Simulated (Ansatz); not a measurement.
Nb under changes of volume

One of the cells (18.428 Å³/atom); the others are scaled copies at fixed shape and fractional positions:

```
Nb
1.0
    -1.66395    1.66395    1.66395
     1.66395   -1.66395    1.66395
     1.66395    1.66395   -1.66395
Nb
1
Direct
  0.00000 0.00000 0.00000
```

* Program: Ansatz 0.2.0
* Functional: LDA
* Potentials or basis: Ansatz PAW
* Cutoff: 420 eV (not typed: the program's choice for these potentials)
* k mesh: 11 × 11 × 11
* Occupations: fermi-dirac, width 0.05 eV
* Spin: no spin polarisation

| volume (Å³/atom) | energy over the lowest point (meV/atom) | pressure (GPa) |
| --- | --- | --- |
| 17.322 | 0.00 | -1.4 |
| 17.691 | 7.48 | -5.1 |
| 18.060 | 22.97 | -8.5 |
| 18.428 | 45.86 | -11.6 |
| 18.797 | ? | ? |
| 19.165 | 111.52 | -16.9 |
| 19.534 | 153.18 | -19.3 |

Question: What does the run at 18.797 Å³/atom give?

Answer: Energy over the lowest point 75.56 meV/atom; pressure -14.4 GPa.

Worked out: A Birch-Murnaghan fit of order 3 (a polynomial in V^(-2/3)) to the other rows has its minimum at 17.19 Å³/atom, just outside them, with B0 = V·E''(V) = 184 GPa and B' = 3.0. It gives 75.62 meV/atom at 18.797 Å³/atom, against the run's 75.56, and -dE/dV = -14.3 GPa, against -14.4.

Energies are extrapolated to zero smearing.

Caveats: the PAW data sets come from PBE, with cores solved anew for the run's functional, which leaves a small shift of forces and pressure.
